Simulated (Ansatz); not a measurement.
# Hg (bcc type): the cost of one run

Method: DFT PBE, with the methods named in each step, in Ansatz 0.2.0.

### 1 The system as given

It takes space group Im-3m (No. 229, cubic). Conventional cell: a = 3.895 Å, b = 3.895 Å, c = 3.895 Å, α = 90.00°, β = 90.00°, γ = 90.00°. Hg (site symmetry m-3m) has 8 Hg at 3.37 Å as nearest neighbours.

As a file:

```cif
data_structure
_symmetry_space_group_name_H-M 'Im-3m'
_symmetry_Int_Tables_number 229
_cell_length_a 3.8952
_cell_length_b 3.8952
_cell_length_c 3.8952
_cell_angle_alpha 90.000
_cell_angle_beta 90.000
_cell_angle_gamma 90.000
_cell_volume 59.10
loop_
_atom_site_label
_atom_site_type_symbol
_atom_site_symmetry_multiplicity
_atom_site_Wyckoff_symbol
_atom_site_fract_x
_atom_site_fract_y
_atom_site_fract_z
_atom_site_occupancy
Hg1 Hg 2 a 0.00000 0.00000 0.00000 1
```

The file gives the conventional cell by its symmetry; the runs use the cell typed in the input.

### 2 Bcc relaxed, PAW

File input.yaml:

```yaml
crystal:
  lattice:
    - [-1.9475973037, 1.9475973037, 1.9475973037]
    - [1.9475973037, -1.9475973037, 1.9475973037]
    - [1.9475973037, 1.9475973037, -1.9475973037]
  atoms:
    - { symbol: Hg, position: [0.0, 0.0, 0.0] }
kpoints:
  mp_grid: { grid: [15, 15, 15] }
scf:
  occupations: { method: fermi_dirac, width: 0.05 }
hamiltonian:
  xc: pbe
  pseudopotentials: { kind: paw_fr }
output:
  forces: true
  stress: true
  write_density: true
  write_potential: true
  elf: true
  volumetric_format: npy
relax:
  f_tol: 0.005
  max_steps: 40
  cell: {}
magnetization:
  noncollinear: true
  spin_orbit: true
```

Run with:

```sh
$ ansatz run input.yaml --threads 2 --pin off --max-ram 5120MiB --backend cpu --events-out ev --progress --plain --runs-dir out
```

**Question.** How long does this run take on 2 threads of Arm Neoverse V1, shared host, and how much memory does it need?

About 26 s, with a peak of 0.47 GiB.
